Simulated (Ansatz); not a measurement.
Input of an Ansatz 0.2.0 run:

input.yaml

```yaml
crystal:
  lattice:
    - [2.839677, 0.0, 0.0]
    - [0.0, 4.681264, 0.0]
    - [0.0, 0.0, 4.900742]
  atoms:
    - { symbol: Ti, position: [0.0, 0.5, 0.165916] }
    - { symbol: Al, position: [0.0, 0.0, 0.8359] }
    - { symbol: Al, position: [0.5, 0.0, 0.330912] }
    - { symbol: Al, position: [0.5, 0.5, 0.667271] }
kpoints:
  mp_grid: { grid: [9, 6, 6] }
scf:
  occupations: { method: fermi_dirac, width: 0.05 }
hamiltonian:
  xc: pbesol
  pseudopotentials: { kind: all_electron, lapw: { basis_error: 0.001 } }
output:
  forces: true
  stress: true
  eigenvalues: true
  populations: true
```

Potentials or basis: all-electron LAPW, scalar-relativistic.

The run is started by

```bash
$ ansatz run input.yaml --threads 2 --pin off --max-ram 8192MiB --backend cpu --events-out ev --progress --plain --runs-dir out
```

Question: Predict the Loewdin charges.

Answer: Ti +0.54; Al -0.00, -0.19 e.

Question: Predict the band gap on the k mesh.

Answer: None (metal or under the smearing width).

Stress tensor (GPa, compression positive):
```
-4.48  0.00  0.00
 0.00 -1.26  0.00
 0.00  0.00 -1.53
```
